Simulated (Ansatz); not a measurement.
# Hg: the crystal squeezed far

One table from this session's results is given with a row withheld; the runs are named, their logs left out.

Method: DFT, PBE, PAW with Ansatz's default frozen-core files, scalar-relativistic, in Ansatz 0.2.0.

1 further run of the same task is left out (it didn't finish).

**Starting point**

The structure is cubic, space group Fd-3m (No. 227). The conventional cell has a = 6.661 Å, b = 6.661 Å, c = 6.661 Å, α = 90.00°, β = 90.00°, γ = 90.00°. Hg (site symmetry -43m) is surrounded by 4 Hg at 2.88 Å.

Coordinates:

```
CELL_PARAMETERS angstrom
0.00000 3.33034 3.33034
3.33034 0.00000 3.33034
3.33034 3.33034 0.00000
ATOMIC_POSITIONS crystal
Hg 0.87500 0.87500 0.87500
Hg 0.12500 0.12500 0.12500
```

Whether this phase is the stable one at these pressures isn't tested.

Atoms are numbered in the order of the input: Hg1, Hg2.

Set-up of the first run:

File input.yaml:

```yaml
crystal:
  lattice:
    - [0.0, 3.3303445432, 3.3303445432]
    - [3.3303445432, 0.0, 3.3303445432]
    - [3.3303445432, 3.3303445432, 0.0]
  atoms:
    - { symbol: Hg, position: [-0.125, -0.125, -0.125] }
    - { symbol: Hg, position: [0.125, 0.125, 0.125] }
kpoints:
  mp_grid: { grid: [11, 11, 11] }
scf:
  occupations: { method: fermi_dirac, width: 0.05 }
hamiltonian:
  xc: pbe
  pseudopotentials: { kind: paw }
output:
  forces: true
  stress: true
  write_density: true
  write_potential: true
  elf: true
  volumetric_format: npy
relax:
  f_tol: 0.005
  max_steps: 40
  cell: {}
```

Run with:

```console
$ ansatz run input.yaml --threads 1 --pin off --max-ram 2048MiB --backend cpu --events-out ev --progress --plain --runs-dir out
```

Steps of the session up to this table: Cell relaxed at zero pressure, PAW; More of the same log: cell relaxed at zero pressure; Volume scaled by 1, PAW; Volume scaled by 0.92, PAW; Volume scaled by 0.84, PAW; Volume scaled by 0.76, PAW; Volume scaled by 0.68, PAW; Volume scaled by 0.6, PAW; Volume scaled by 0.6, PAW (partial_waves polarizable); Volume scaled by 0.52, PAW; Volume scaled by 0.45, PAW; Volume scaled by 0.45, PAW (cutoff 800 eV).

One table of the session follows, with a row left open; its other results are not shown here.

```
                         method  volume over the first  volume (Å³/atom)  pressure (GPa)
                            PAW                      1                 ?               ?
                            PAW                   0.92            51.934            0.14
                            PAW                   0.84            47.418            0.25
                            PAW                   0.76            42.902            0.47
                            PAW                   0.68            38.386            1.41
                            PAW                    0.6            33.870            4.18
                            PAW                   0.52            29.354           11.44
                            PAW                   0.45            25.403           25.80
            PAW (cutoff 800 eV)                   0.45            25.403           25.79
PAW (partial_waves polarizable)                    0.6            33.870            4.18
```

**Question.** Estimate the row for PAW, 1.

**Answer.** volume (Å³/atom): 56.450; pressure (GPa): -0.01. In the column «volume (Å³/atom)» it is the highest.
